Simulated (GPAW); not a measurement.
Write an ASE script for GPAW 26.7.0 that does the following.

```
Task                : Born charges
Functional          : BEEF-vdW
Potentials or basis : GPAW PAW data sets (gpaw-data 1.2.1)
Cutoff              : 680 eV
Basis               : pw
k mesh              : 5 × 5 × 5
Occupations         : fermi-dirac, width 0.01 eV
Spin                : no spin polarisation
Maxiter             : 150
Convergence         : density=1e-06 eigenstates=1e-09
Displacement        : 0.02
Relaxed first       : ions
```

Crystal: KF.

```
CELL_PARAMETERS angstrom
3.25895 0.00000 0.00000
0.00000 3.25895 0.00000
0.00000 0.00000 3.25895
ATOMIC_POSITIONS crystal
K 0.00000 0.00000 0.00000
F 0.50000 0.50000 0.50000
```

The cell comes from a database or a generator and needn't be the stable form of this composition.

These files were run (other wordings do the same):

run.py

```python
import json
import numpy as np
from ase import Atoms
from ase.constraints import FixSymmetry
from ase.io import write
from ase.optimize import BFGS
from ase.spacegroup import crystal
from phonopy import Phonopy
from phonopy.structure.atoms import PhonopyAtoms
from gpaw import GPAW, PW
from gpaw.berryphase import polarization_phase

# K 1a
# F 1b
atoms = crystal(['K', 'F'],
                basis=[[0.0, 0.0, 0.0],
                       [0.5, 0.5, 0.5]],
                spacegroup=221, setting=1,  # Pm-3m
                cellpar=[3.258955, 3.258955, 3.258955, 90.0, 90.0, 90.0],
                primitive_cell=True)

calc = GPAW(mode=PW(680),
            xc={'name': 'BEEF-vdW', 'backend': 'libvdwxc'},
            kpts={'size': (5, 5, 5), 'gamma': True},
            occupations={'name': 'fermi-dirac', 'width': 0.01},
            nbands=16,
            convergence={'density': 1e-06, 'eigenstates': 1e-09},
            maxiter=150,
            txt='gpaw.txt')
atoms.calc = calc
atoms.set_constraint(FixSymmetry(atoms))
BFGS(atoms, trajectory='relax.traj', logfile='-').run(fmax=0.005, steps=40)
atoms.set_constraint()
energy = atoms.get_potential_energy()
forces = atoms.get_forces()
calc.write('gs.gpw')
write('result.traj', atoms)
print('Cell:', atoms.cell.cellpar().round(4))
print(atoms.get_scaled_positions().round(5))

n = len(atoms)
unit = PhonopyAtoms(symbols=atoms.get_chemical_symbols(), cell=atoms.cell[:], scaled_positions=atoms.get_scaled_positions())
ph = Phonopy(unit, supercell_matrix=np.eye(3, dtype=int), primitive_matrix=np.eye(3), symprec=1e-4)
ph.generate_displacements(distance=0.02, is_plusminus=True)
forces, phases = [], []
for i, move in enumerate(ph.dataset['first_atoms']):
    b = atoms.copy()
    b.positions[move['number']] += move['displacement']
    c = GPAW(mode=PW(680),
             xc={'name': 'BEEF-vdW', 'backend': 'libvdwxc'},
             kpts={'size': (5, 5, 5), 'gamma': True},
             occupations={'name': 'fermi-dirac', 'width': 0.01},
             nbands=16,
             convergence={'density': 1e-06, 'eigenstates': 1e-09},
             maxiter=150,
             symmetry='off',
             txt=f'disp-{i:02d}.txt')
    b.calc = c
    f = b.get_forces()
    forces.append(f - f.mean(axis=0))
    c.write('disp.gpw', 'all')
    phases.append(polarization_phase(gpw_wfs='disp.gpw')['phase_c'])
    print(move['number'], np.round(move['displacement'], 4), 'phases', phases[-1].round(5), flush=True)

# each pair of opposite moves, with its images under the space group
ops, cell, spos = ph.symmetry.symmetry_operations, atoms.cell[:].T, atoms.get_scaled_positions()
moves, dipoles = [[] for a in atoms], [[] for a in atoms]
for move, up, down in zip(ph.dataset['first_atoms'][::2], phases[::2], phases[1::2]):
    dphi = (up - down + np.pi) % (2 * np.pi) - np.pi
    dp = dphi @ atoms.cell[:] / (2 * np.pi)  # e A
    for w, t in zip(ops['rotations'], ops['translations']):
        x = w @ spos[move['number']] + t - spos
        b = np.linalg.norm(x - x.round(), axis=1).argmin()
        R = cell @ w @ np.linalg.inv(cell)
        moves[b].append(R @ move['displacement'] * 2)
        dipoles[b].append(R @ dp)
Z = np.array([np.linalg.lstsq(np.array(u), np.array(p), rcond=None)[0].T for u, p in zip(moves, dipoles)])  # Z[a, i, j] = dp_i / du_j
ph.forces = forces
ph.produce_force_constants()
ph.symmetrize_force_constants()
H = ph.force_constants.transpose(0, 2, 1, 3).reshape((3 * n, 3 * n))
rule = Z.sum(axis=0)
print('Sum of the charges:')
print(rule.round(4))
Z -= rule / n
for a in atoms:
    print(a.symbol)
    print(Z[a.index].round(3))
w = np.repeat(atoms.get_masses()**-0.5, 3)
omega2, modes = np.linalg.eigh(H * w * w[:, None])
nu = np.sign(omega2) * abs(omega2)**0.5 * 521.4709  # cm^-1
dipoles = np.einsum('aij,ajm->mi', Z, (modes * w[:, None]).reshape((n, 3, -1)))  # e / amu^0.5
optical = np.argsort(abs(omega2))[3:]
eps_ion = sum(np.outer(dipoles[m], dipoles[m]) / omega2[m] for m in optical) * 4 * np.pi * 14.399645 / atoms.get_volume()
for m in range(3 * n):
    print(f'{nu[m]:9.2f} cm^-1  IR {(dipoles[m]**2).sum():8.4f} e^2/amu')
print('Lattice part of the dielectric tensor:')
print(eps_ion.round(3))
json.dump({'Z': Z.tolist(), 'rule': rule.tolist(), 'nu': nu.tolist(), 'ir': (dipoles**2).sum(1).tolist(), 'eps_ion': eps_ion.tolist()},
          open('born.json', 'w'))
```

Potentials or basis: GPAW PAW data sets (gpaw-data 1.2.1), pw.

Command:

```bash
$ OMP_NUM_THREADS=1 python run.py
```

Results of the run:

The band gap on the k mesh is 6.75 eV, indirect (least direct gap 6.78 eV). The born charges (mean of the diagonal) is K +1.17; F -1.17 e and the highest phonon frequency at Γ, LO-TO splitting left out is 147 cm⁻¹.

Caveat: the k mesh is coarse; the LO-TO splitting is left out; an odd mesh through Γ misses points on the zone boundary, where band edges often lie.

Run time: 120 s on 1 thread of Intel(R) Xeon(R) CPU @ 2.80GHz (Skylake/Cascade Lake) (shared host), peak memory 0.41 GiB.
